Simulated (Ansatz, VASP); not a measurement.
**Two plane-wave programs on Ti**

Contents of INCAR:

```
ALGO = Normal
EDIFF = 1E-7
ENCUT = 520
GGA = PS
ISIF = 2
ISMEAR = 0
LASPH = T
LCHARG = F
LREAL = F
LWAVE = F
NBANDS = 12
NELM = 100
PREC = Accurate
SIGMA = 0.15
```

The input KPOINTS:

```
k-points
0
Gamma
  20 20 20
```

The input POSCAR:

```
Ti
1.0
   -1.5917700000      1.5917700000      1.5917700000
    1.5917700000     -1.5917700000      1.5917700000
    1.5917700000      1.5917700000     -1.5917700000
Ti
1
Direct
    0.0000000000      0.0000000000      0.0000000000
```

Input for Ansatz:

```yaml
crystal:
  lattice:
    - [-1.59177, 1.59177, 1.59177]
    - [1.59177, -1.59177, 1.59177]
    - [1.59177, 1.59177, -1.59177]
  atoms:
    - { symbol: Ti, position: [0.0, 0.0, 0.0] }
basis:
  ecutwfc: 420
kpoints:
  mp_grid: { grid: [20, 20, 20] }
hamiltonian:
  xc: pbesol
scf:
  occupations: { method: gaussian, width: 0.15 }
output:
  forces: true
  stress: true
  eigenvalues: true
```

Change from the starting cell: strain -0.030 along x and y, -0.030 along z, atoms carried along.

Alike in both runs: task single point; functional PBEsol; k mesh 20 × 20 × 20; occupations gaussian, width 0.15 eV; no spin polarisation.

```csv
,VASP,Ansatz
version,VASP 6.6.1,Ansatz 0.2.0
potentials or method,"VASP PAW PBE potentials, release 64 (Ti_sv)","scalar-relativistic, plane waves, PAW"
plane-wave cutoff (eV),520,420
valence electrons in the cell,12,12
```

```csv
,VASP,Ansatz,Ansatz less VASP
gap on the k mesh at the Fermi level (eV),none,none,-
pressure (GPa),2.7,3.0,+0.32
```

A gap of «none» marks a metal or a gap that the smearing closes. The functional is the same, so the differences come from potentials, cutoffs and numerics.

Caveats: the PAW data sets were made with another functional, which shifts forces and pressure a little (VASP).
